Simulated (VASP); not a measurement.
# BAs: NMR shieldings, part 3 of 3

Aim: NMR shielding tensors and field gradients of BAs. The cell is of the zinc-blende type, one of the forms listed for this formula, which need not be the common one. The start is a cell from a database of measured crystal structures.

VASP 6.6.1, plane waves and PAW; the level of theory is named at each step.

So far. Step 2 (Ground state): The cell has a gap of 1.18 eV on this mesh and a pressure of +3.5 GPa, which holds the misfit of the given cell and coordinates with this functional, and any error of cutoff, mesh and data sets. Spin-orbit coupling is left out, which can shift or reorder these edges.

### 4. Atoms moved

Level of this step: chemical shifts by linear response (GIPAW), PBE; plane waves and PAW (As, B) (VASP).

The atoms are moved at random, which breaks the symmetry and shows how shieldings follow the geometry.

The input, INCAR:

```
SYSTEM = BAs
PREC = Accurate
ENCUT = 450
EDIFF = 1E-09
NELM = 100
ISMEAR = 0
SIGMA = 0.01
LREAL = .FALSE.
ALGO = Normal
GGA = PE
NBANDS = 10
LWAVE = .FALSE.
LCHARG = .FALSE.
KPAR = 2
LCHIMAG = .TRUE.
LEFG = .TRUE.
DQ = 0.001
ICHIBARE = 1
LNMR_SYM_RED = .TRUE.
```

The input, POSCAR:

```
BAs
1.0
    0.0000000000      2.3885000000      2.3885000000
    2.3885000000      0.0000000000      2.3885000000
    2.3885000000      2.3885000000      0.0000000000
As B
1 1
Direct
    0.7270760000      0.7280690000      0.7772340000
    0.0144320000     -0.0070110000      0.0040410000
```

The input, KPOINTS:

```
Automatic mesh
0
Gamma
8 8 8
0 0 0
```

Potentials, in the order of the species: As and B (PBE family, release 64).

Command:

```bash
$ mpirun -np 2 vasp_std
```

Output:

```text
[... set-up lines as in an earlier step ...]
 entering main loop
       N       E                     dE             d eps       ncg     rms          rms(c)
DAV:   1     0.958048678910E+01    0.95805E+01   -0.34821E+03  5208   0.626E+02
DAV:   2    -0.113608814574E+02   -0.20941E+02   -0.20177E+02  7342   0.993E+01
DAV:   3    -0.119024720969E+02   -0.54159E+00   -0.54074E+00  6166   0.156E+01
DAV:   4    -0.119039018444E+02   -0.14297E-02   -0.14297E-02  6250   0.899E-01
DAV:   5    -0.119039041813E+02   -0.23370E-05   -0.23369E-05  6126   0.357E-02    0.498E+00
DAV:   6    -0.113183056941E+02    0.58560E+00   -0.17047E+00  5536   0.568E+00    0.242E+00
DAV:   7    -0.112596509642E+02    0.58655E-01   -0.18969E-01  6408   0.231E+00    0.998E-01
DAV:   8    -0.112525032794E+02    0.71477E-02   -0.21744E-02  5778   0.870E-01    0.106E-01
DAV:   9    -0.112527994347E+02   -0.29616E-03   -0.73694E-04  5972   0.171E-01    0.610E-02
DAV:  10    -0.112529678635E+02   -0.16843E-03   -0.23092E-04  5696   0.981E-02    0.144E-02
DAV:  11    -0.112529730350E+02   -0.51715E-05   -0.59937E-06  6588   0.175E-02    0.117E-02
DAV:  12    -0.112529730381E+02   -0.31173E-08   -0.29074E-06  5682   0.100E-02    0.302E-03
DAV:  13    -0.112529730904E+02   -0.52280E-07   -0.81202E-08  6348   0.202E-03    0.114E-03
DAV:  14    -0.112529732032E+02   -0.11282E-06   -0.14353E-08  5776   0.851E-04    0.624E-05
DAV:  15    -0.112529732088E+02   -0.56404E-08   -0.34964E-10  4096   0.145E-04    0.911E-05
DAV:  16    -0.112529732038E+02    0.50739E-08   -0.58209E-11  3226   0.533E-05    0.882E-06
DAV:  17    -0.112529732024E+02    0.14011E-08   -0.24588E-12  3060   0.128E-05    0.200E-06
DAV:  18    -0.112529732025E+02   -0.16831E-09   -0.12940E-13  3000   0.424E-06
ion   1
     0.0000000    -1.1169556     0.2322088    -0.1226274    -0.3343069     0.0056569
     0.0000490    -1.1169556     0.2322088    -0.1226274    -0.3343069     0.0056569
     0.0000675    -1.1169556     0.2322088    -0.1226274    -0.3343069     0.0056569
     0.0000929    -1.1169556     0.2322088    -0.1226274    -0.3343069     0.0056569
     0.0001280    -1.1169557     0.2322088    -0.1226274    -0.3343069     0.0056569

     0.0000000   -30.8294015     7.1102957    -3.4715447    -9.6553903     0.1621753
     0.0000490   -30.8281138     7.1100061    -3.4713963    -9.6549918     0.1621684
     0.0000675   -30.8273709     7.1098398    -3.4713106    -9.6547624     0.1621644
     0.0000929   -30.8261540     7.1095681    -3.4711704    -9.6543870     0.1621579
     0.0001280   -30.8241703     7.1091259    -3.4709418    -9.6537755     0.1621473

ion   2
     0.0000000    -2.8611339     0.5472032    -0.3047551    -0.8283296     0.0139185
     0.0000257    -2.8611339     0.5472032    -0.3047551    -0.8283296     0.0139185
     0.0000354    -2.8611339     0.5472032    -0.3047551    -0.8283296     0.0139185
     0.0000487    -2.8611339     0.5472032    -0.3047551    -0.8283296     0.0139185
     0.0000671    -2.8611339     0.5472032    -0.3047551    -0.8283296     0.0139185

     0.0000000    -3.8693498     0.7471810    -0.4186644    -1.1247745     0.0191459
     0.0000257    -3.8693497     0.7471809    -0.4186644    -1.1247745     0.0191459
     0.0000354    -3.8693496     0.7471809    -0.4186644    -1.1247745     0.0191459
     0.0000487    -3.8693494     0.7471809    -0.4186643    -1.1247744     0.0191459
     0.0000671    -3.8693492     0.7471808    -0.4186643    -1.1247743     0.0191459

   1 F= -.11252973E+02 E0= -.11252973E+02  d E =-.381689E-30
DAV:   1    -0.367070130369E+01   -0.36707E+01    0.00000E+00     0   0.000E+00
DAV:   2    -0.367070130369E+01    0.00000E+00    0.00000E+00     0   0.000E+00
BDIR= 1  IDIR= 2  IQ= -1
DAV:   1    -0.733081300533E+01   -0.73308E+01   -0.11565E-02  5758   0.394E-01
DAV:   2    -0.733083419428E+01   -0.21189E-04   -0.21189E-04  5806   0.101E-01
DAV:   3    -0.733083421336E+01   -0.19084E-07   -0.19079E-07  7732   0.403E-03
DAV:   4    -0.733083421336E+01    0.13145E-11   -0.79523E-11  5844   0.512E-05
       N       E                     dE             d eps       ncg     rms
RMM:   1    -0.310225799788E+02   -0.31023E+02   -0.96636E+01 11701   0.264E+01
RMM:   2    -0.322904623218E+02   -0.12679E+01   -0.11793E+00 12274   0.423E+00
RMM:   3    -0.323366846123E+02   -0.46222E-01   -0.74628E-02 12427   0.671E-01
RMM:   4    -0.323394964376E+02   -0.28118E-02   -0.49291E-03 12469   0.144E-01
RMM:   5    -0.323397135522E+02   -0.21711E-03   -0.40069E-04 12511   0.342E-02
RMM:   6    -0.323397304499E+02   -0.16898E-04   -0.32884E-05 12493   0.860E-03
RMM:   7    -0.323397320186E+02   -0.15687E-05   -0.27847E-06 11946   0.230E-03
RMM:   8    -0.323397321638E+02   -0.14521E-06   -0.32015E-07 10825   0.647E-04
RMM:   9    -0.323397321786E+02   -0.14744E-07   -0.25867E-08 10242   0.193E-04
RMM:  10    -0.323397321799E+02   -0.13330E-08   -0.29996E-09  9801   0.703E-05
RMM:  11    -0.323397321800E+02   -0.14908E-09   -0.23971E-10  9524   0.390E-05
BDIR= 1  IDIR= 2  IQ=  0
DAV:   1    -0.734140263744E+01   -0.73414E+01   -0.20940E-13  2970   0.141E-06
DAV:   2    -0.734140263744E+01    0.83489E-12    0.14115E-13  2930   0.321E-07
       N       E                     dE             d eps       ncg     rms
RMM:   1    -0.310040519633E+02   -0.31004E+02   -0.96529E+01 11700   0.264E+01
RMM:   2    -0.322692107098E+02   -0.12652E+01   -0.11783E+00 12272   0.422E+00
RMM:   3    -0.323153266473E+02   -0.46116E-01   -0.74355E-02 12426   0.671E-01
RMM:   4    -0.323181228501E+02   -0.27962E-02   -0.49008E-03 12461   0.143E-01
RMM:   5    -0.323183383455E+02   -0.21550E-03   -0.39552E-04 12498   0.340E-02
RMM:   6    -0.323183550843E+02   -0.16739E-04   -0.32597E-05 12476   0.857E-03
RMM:   7    -0.323183566364E+02   -0.15521E-05   -0.27509E-06 11929   0.229E-03
RMM:   8    -0.323183567797E+02   -0.14333E-06   -0.31594E-07 10796   0.642E-04
RMM:   9    -0.323183567942E+02   -0.14490E-07   -0.25000E-08 10208   0.191E-04
RMM:  10    -0.323183567956E+02   -0.13477E-08   -0.30005E-09  9752   0.707E-05
RMM:  11    -0.323183567957E+02   -0.14973E-09   -0.24978E-10  9484   0.393E-05
BDIR= 1  IDIR= 2  IQ=  1
DAV:   1    -0.735197617122E+01   -0.73520E+01   -0.11552E-02  5744   0.394E-01
DAV:   2    -0.735199736563E+01   -0.21194E-04   -0.21194E-04  5806   0.101E-01
DAV:   3    -0.735199738468E+01   -0.19051E-07   -0.19054E-07  7740   0.403E-03
DAV:   4    -0.735199738468E+01   -0.44009E-11   -0.74983E-11  5848   0.500E-05
       N       E                     dE             d eps       ncg     rms
RMM:   1    -0.309846849740E+02   -0.30985E+02   -0.96411E+01 11696   0.264E+01
RMM:   2    -0.322469854129E+02   -0.12623E+01   -0.11773E+00 12271   0.422E+00
[...]
BDIR= 3  IDIR= 1  IQ= -1
DAV:   1    -0.733128712342E+01   -0.73313E+01   -0.11554E-02  5754   0.393E-01
DAV:   2    -0.733130834069E+01   -0.21217E-04   -0.21217E-04  5820   0.101E-01
DAV:   3    -0.733130835964E+01   -0.18951E-07   -0.18951E-07  7710   0.401E-03
DAV:   4    -0.733130835966E+01   -0.14909E-10   -0.77072E-11  5866   0.506E-05
       N       E                     dE             d eps       ncg     rms
RMM:   1    -0.308506045766E+02   -0.30851E+02   -0.94110E+01 11777   0.264E+01
RMM:   2    -0.322420759269E+02   -0.13915E+01   -0.14365E+00 12349   0.437E+00
RMM:   3    -0.322941513557E+02   -0.52075E-01   -0.87710E-02 12464   0.709E-01
RMM:   4    -0.322971545786E+02   -0.30032E-02   -0.52307E-03 12486   0.149E-01
RMM:   5    -0.322973681462E+02   -0.21357E-03   -0.39151E-04 12500   0.350E-02
RMM:   6    -0.322973874229E+02   -0.19277E-04   -0.35900E-05 12479   0.887E-03
RMM:   7    -0.322973892452E+02   -0.18223E-05   -0.34469E-06 11934   0.241E-03
RMM:   8    -0.322973894287E+02   -0.18354E-06   -0.33363E-07 10835   0.678E-04
RMM:   9    -0.322973894473E+02   -0.18606E-07   -0.36530E-08 10289   0.210E-04
RMM:  10    -0.322973894494E+02   -0.20885E-08   -0.43780E-09  9805   0.763E-05
RMM:  11    -0.322973894496E+02   -0.17566E-09   -0.33505E-10  9545   0.398E-05
BDIR= 3  IDIR= 1  IQ=  0
DAV:   1    -0.734140263744E+01   -0.73414E+01   -0.22995E-13  2970   0.141E-06
DAV:   2    -0.734140263743E+01    0.78115E-11    0.19604E-13  2930   0.321E-07
       N       E                     dE             d eps       ncg     rms
RMM:   1    -0.308644240677E+02   -0.30864E+02   -0.94188E+01 11775   0.264E+01
RMM:   2    -0.322566019966E+02   -0.13922E+01   -0.14357E+00 12348   0.437E+00
RMM:   3    -0.323085757690E+02   -0.51974E-01   -0.87436E-02 12459   0.709E-01
RMM:   4    -0.323115691986E+02   -0.29934E-02   -0.51914E-03 12471   0.149E-01
RMM:   5    -0.323117849033E+02   -0.21570E-03   -0.39418E-04 12486   0.353E-02
RMM:   6    -0.323118044882E+02   -0.19585E-04   -0.37285E-05 12475   0.896E-03
RMM:   7    -0.323118063122E+02   -0.18240E-05   -0.34187E-06 11923   0.241E-03
RMM:   8    -0.323118064935E+02   -0.18134E-06   -0.32751E-07 10825   0.679E-04
RMM:   9    -0.323118065122E+02   -0.18696E-07   -0.36452E-08 10278   0.212E-04
RMM:  10    -0.323118065144E+02   -0.21186E-08   -0.45279E-09  9785   0.772E-05
RMM:  11    -0.323118065145E+02   -0.17637E-09   -0.34520E-10  9520   0.398E-05
BDIR= 3  IDIR= 1  IQ=  1
DAV:   1    -0.735150193947E+01   -0.73515E+01   -0.11543E-02  5746   0.393E-01
DAV:   2    -0.735152316639E+01   -0.21227E-04   -0.21227E-04  5822   0.101E-01
DAV:   3    -0.735152318540E+01   -0.19017E-07   -0.19022E-07  7706   0.402E-03
DAV:   4    -0.735152318542E+01   -0.17316E-10   -0.76976E-11  5852   0.501E-05
       N       E                     dE             d eps       ncg     rms
RMM:   1    -0.308775570628E+02   -0.30878E+02   -0.94257E+01 11776   0.264E+01
RMM:   2    -0.322684478200E+02   -0.13909E+01   -0.14174E+00 12350   0.437E+00
RMM:   3    -0.323218560289E+02   -0.53408E-01   -0.88786E-02 12466   0.712E-01
RMM:   4    -0.323250239427E+02   -0.31679E-02   -0.58159E-03 12499   0.151E-01
RMM:   5    -0.323252465245E+02   -0.22258E-03   -0.39436E-04 12498   0.355E-02
RMM:   6    -0.323252662696E+02   -0.19745E-04   -0.38115E-05 12488   0.905E-03
RMM:   7    -0.323252681064E+02   -0.18368E-05   -0.34252E-06 11923   0.243E-03
RMM:   8    -0.323252682887E+02   -0.18228E-06   -0.33210E-07 10836   0.687E-04
RMM:   9    -0.323252683075E+02   -0.18826E-07   -0.36394E-08 10281   0.214E-04
RMM:  10    -0.323252683097E+02   -0.21351E-08   -0.45748E-09  9820   0.781E-05
RMM:  11    -0.323252683099E+02   -0.18525E-09   -0.36980E-10  9544   0.403E-05
BDIR= 3  IDIR= 2  IQ= -1
DAV:   1    -0.733081300533E+01   -0.73308E+01   -0.11565E-02  5758   0.394E-01
DAV:   2    -0.733083419428E+01   -0.21189E-04   -0.21189E-04  5806   0.101E-01
DAV:   3    -0.733083421336E+01   -0.19083E-07   -0.19079E-07  7732   0.403E-03
DAV:   4    -0.733083421336E+01    0.23892E-12   -0.79666E-11  5844   0.512E-05
       N       E                     dE             d eps       ncg     rms
RMM:   1    -0.308460899776E+02   -0.30846E+02   -0.93983E+01 11777   0.264E+01
RMM:   2    -0.322445251146E+02   -0.13984E+01   -0.14314E+00 12346   0.437E+00
RMM:   3    -0.322988953805E+02   -0.54370E-01   -0.92332E-02 12468   0.716E-01
RMM:   4    -0.323021157499E+02   -0.32204E-02   -0.55936E-03 12482   0.151E-01
RMM:   5    -0.323023562922E+02   -0.24054E-03   -0.45018E-04 12501   0.362E-02
RMM:   6    -0.323023781904E+02   -0.21898E-04   -0.39883E-05 12475   0.911E-03
RMM:   7    -0.323023804095E+02   -0.22191E-05   -0.47463E-06 11936   0.251E-03
RMM:   8    -0.323023805979E+02   -0.18839E-06   -0.32544E-07 10826   0.672E-04
RMM:   9    -0.323023806142E+02   -0.16256E-07   -0.28821E-08 10297   0.203E-04
RMM:  10    -0.323023806160E+02   -0.18578E-08   -0.39084E-09  9820   0.749E-05
RMM:  11    -0.323023806162E+02   -0.15964E-09   -0.27070E-10  9535   0.395E-05
BDIR= 3  IDIR= 2  IQ=  0
DAV:   1    -0.734140263744E+01   -0.73414E+01   -0.22985E-13  2970   0.141E-06
DAV:   2    -0.734140263744E+01   -0.51017E-11    0.11189E-13  2930   0.321E-07
       N       E                     dE             d eps       ncg     rms
RMM:   1    -0.308552468217E+02   -0.30855E+02   -0.94035E+01 11778   0.264E+01
RMM:   2    -0.322540628413E+02   -0.13988E+01   -0.14300E+00 12350   0.437E+00
RMM:   3    -0.323082935271E+02   -0.54231E-01   -0.91878E-02 12461   0.716E-01
RMM:   4    -0.323115198192E+02   -0.32263E-02   -0.56243E-03 12468   0.152E-01
RMM:   5    -0.323117619312E+02   -0.24211E-03   -0.44945E-04 12493   0.363E-02
RMM:   6    -0.323117841724E+02   -0.22241E-04   -0.41185E-05 12471   0.922E-03
RMM:   7    -0.323117863711E+02   -0.21987E-05   -0.45215E-06 11918   0.251E-03
RMM:   8    -0.323117865710E+02   -0.19995E-06   -0.34848E-07 10822   0.687E-04
RMM:   9    -0.323117865892E+02   -0.18146E-07   -0.35233E-08 10278   0.209E-04
RMM:  10    -0.323117865911E+02   -0.19065E-08   -0.38641E-09  9807   0.752E-05
RMM:  11    -0.323117865912E+02   -0.15820E-09   -0.26941E-10  9518   0.396E-05
BDIR= 3  IDIR= 2  IQ=  1
DAV:   1    -0.735197617123E+01   -0.73520E+01   -0.11552E-02  5744   0.394E-01
DAV:   2    -0.735199736563E+01   -0.21194E-04   -0.21194E-04  5806   0.101E-01
DAV:   3    -0.735199738468E+01   -0.19054E-07   -0.19054E-07  7740   0.403E-03
DAV:   4    -0.735199738468E+01    0.48122E-11   -0.75034E-11  5848   0.500E-05
       N       E                     dE             d eps       ncg     rms
RMM:   1    -0.308637316907E+02   -0.30864E+02   -0.94079E+01 11779   0.264E+01
RMM:   2    -0.322626499339E+02   -0.13989E+01   -0.14283E+00 12354   0.437E+00
RMM:   3    -0.323167361036E+02   -0.54086E-01   -0.91445E-02 12462   0.715E-01
RMM:   4    -0.323199675255E+02   -0.32314E-02   -0.56578E-03 12487   0.152E-01
RMM:   5    -0.323202091158E+02   -0.24159E-03   -0.44609E-04 12498   0.363E-02
RMM:   6    -0.323202312772E+02   -0.22161E-04   -0.41099E-05 12489   0.926E-03
RMM:   7    -0.323202334659E+02   -0.21887E-05   -0.44913E-06 11924   0.251E-03
RMM:   8    -0.323202336646E+02   -0.19869E-06   -0.34589E-07 10831   0.689E-04
RMM:   9    -0.323202336827E+02   -0.18107E-07   -0.34948E-08 10277   0.210E-04
RMM:  10    -0.323202336846E+02   -0.19177E-08   -0.39083E-09  9831   0.759E-05
RMM:  11    -0.323202336848E+02   -0.16114E-09   -0.27290E-10  9536   0.398E-05
       N       E                     dE             d eps       ncg     rms
RLQ:   1    -0.115970597203E+00   -0.11597E+00   -0.18054E-01 10391   0.237E+00
RLQ:   2    -0.119989899674E+00   -0.40193E-02   -0.70961E-03 12043   0.243E-01
RLQ:   3    -0.120223806397E+00   -0.23391E-03   -0.28787E-04 12335   0.405E-02
RLQ:   4    -0.120235822433E+00   -0.12016E-04   -0.23800E-05 12440   0.865E-03
RLQ:   5    -0.120236611021E+00   -0.78859E-06   -0.13678E-06 12281   0.202E-03
RLQ:   6    -0.120236663885E+00   -0.52864E-07   -0.10290E-07 11122   0.500E-04
RLQ:   7    -0.120236668388E+00   -0.45032E-08   -0.77552E-09 10423   0.147E-04
RLQ:   8    -0.120236668789E+00   -0.40150E-09   -0.83644E-10  9837   0.567E-05
```

Elapsed: 14 min, on 2 MPI ranks of Intel Xeon Platinum 8375C at 2.90GHz (Ice Lake), shared host; peak memory 0.9 GiB.

From OUTCAR (step 4):

```text
 Subroutine GETGRP returns: Found  1 space group operations
 (whereof  1 operations were pure point group operations)

The static configuration has the point symmetry C_1 .

 Found    260 irreducible k-points:

   k-points           NKPTS =    260   k-points in BZ     NKDIM =    260   number of bands    NBANDS=     10

   NELECT =       8.0000    total number of electrons

  Total        0.8774881      0.8647310      0.6388417     -0.9914690      0.2736035     -0.3374945
  in kB       51.5876885     50.8376989     37.5576213    -58.2886505     16.0852027    -19.8413632
  external PRESSURE =      46.6610029 kB  Pullay stress =       0.0000000 kB

 POSITION                                       TOTAL-FORCE (eV/Angst)
 -----------------------------------------------------------------------------------
      3.59542      3.59304      3.47561        -0.545253      0.701652      2.106643
      2.38141      0.04412      2.40623         0.545253     -0.701652     -2.106643
 -----------------------------------------------------------------------------------
    total drift:                                0.000034      0.000026     -0.000040

 Electric field gradients after diagonalization (V/A^2)
 (convention: |V_zz| > |V_xx| > |V_yy|)
----------------------------------------------------------------------
 ion       V_xx      V_yy      V_zz     asymmetry (V_yy - V_xx)/ V_zz
----------------------------------------------------------------------
   1      30.527     7.790   -38.317       0.593
   2       2.459     0.565    -3.023       0.626
----------------------------------------------------------------------

  ORBITAL MAGNETIC SUSCEPTIBILITY, excluding core contribution
 -------------------------------------------------------------
  Approximate magnetic susceptibility, pGv (10^-6 cm^3/mole)
     1        -64.654241          0.264059          0.048795
     2          0.267727        -64.550801          0.053540
     3          0.060409          0.011773        -61.980527
 -------------------------------------------------------------
  Approximate magnetic susceptibility, vGv (10^-6 cm^3/mole)
     1        -56.445198         -0.009796          0.148668
     2         -0.009049        -56.344516         -0.242345
     3          0.148716         -0.251786        -53.989330

  BDIR labels direction of applied magnetic field (i.e. B0)
  For BDIR==1, B0 along x-axis, etc.
  Induced field listed along cartesian directions for each BDIR
 ------------------------------------------------------------------------------------------
                 EXCLUDING G=0 CONTRIBUTION              INCLUDING G=0 CONTRIBUTION
 ------------------------------------------------------------------------------------------
  ion  BDIR            X           Y           Z                X           Y           Z
          (   iso_shield        span        skew ) (   iso_shield        span        skew )
 ------------------------------------------------------------------------------------------
    1     1    1495.8367    -37.8626    -11.4294        1532.8534    -37.9973    -11.4543
          2     -37.2350   1494.6793      7.4178         -37.3717   1531.6432      7.3905
          3      -7.6164      4.8977   1474.6378          -7.6472      4.8917   1510.2896
          (    1488.3846     77.4934      0.5985 ) (    1524.9287     77.7572      0.6278 )

    2     1     103.9665     -4.2795     -1.4526         140.9832     -4.4143     -1.4775
          2      -4.2258    103.8541      1.0681          -4.3624    140.8180      1.0407
          3      -1.1272      0.8529    102.1474          -1.1580      0.8469    137.7993
          (     103.3227      8.9243      0.5207 ) (     139.8668      9.1655      0.7650 )
 ------------------------------------------------------------------------------------------

[... 5 parts as in an earlier step ...]

[... 3 further parts left out ...]
```

The atoms bear forces, and field gradients depend strongly on their positions.

This step gave:

```yaml
free_energy_toten: -11.25 eV
fermi_energy: 7.085 eV
pressure: 4.666 GPa
gap_on_the_k_mesh: 0.1548 eV
least_direct_gap_on_the_k_mesh: 1.719 eV
```

Valence and core; the G = 0 term is that of a spherical sample. NMR shielding, by row:

```csv
atom,isotropic shielding (ppm),span (ppm),skew,isotropic shielding without the G = 0 term (ppm)
As1,1525,77.76,0.6278,1488
B2,139.9,9.165,0.765,103.3
```

Ordered as |Vzz| ≥ |Vxx| ≥ |Vyy|, the program's way. Electric field gradients, by row:

```csv
atom,Vxx (V/Å²),Vyy (V/Å²),Vzz (V/Å²),asymmetry
As1,30.53,7.79,-38.32,0.593
B2,2.459,0.565,-3.023,0.626
```

Against the first shielding run the largest change is +19.8 ppm, on As1.

### 5. Results

* As, isotropic shielding: 1505.2 ppm
* B, isotropic shielding: 136.3 ppm

At PBE, in the first shielding run, the isotropic shieldings are As 1505.2 ppm; B 136.3 ppm. In the first shielding run all tensors are isotropic to 0.5 ppm, as the cubic site symmetry asks. In the undistorted cell the field gradients vanish by symmetry; what its table shows is numerical noise. Shifts were not obtained, since a shift is the shielding of a reference compound, computed alike, less these values. The G = 0 term is the part set by the sample's shape, taken here for a sphere. No finer mesh was run, so convergence in it isn't shown. VASP's guide advises LASPH and NLSPLINE for shieldings, which this input doesn't set; the effect wasn't tested. The cell is of the zinc-blende type, one of the forms listed for this formula, which need not be the common one. The given cell is kept, although it stands at +3.5 GPa at PBE and ENCUT = 450 eV, which holds the mismatch of the given cell with this functional, any error of the entry itself and any basis-set error.

[Lines on the potential files, build, host, timing and source positions are cut from VASP's logs without a mark.]

[Logs are printed without paths, hosts, clocks, repeated set-up lines and the standing remarks that a program may print on its own settings, such as how far it seeks lower states.]

[Hosts, paths, dates, database ids (printed as entryN), source tags and the programs' standing remarks are cut or masked in the printed files.]
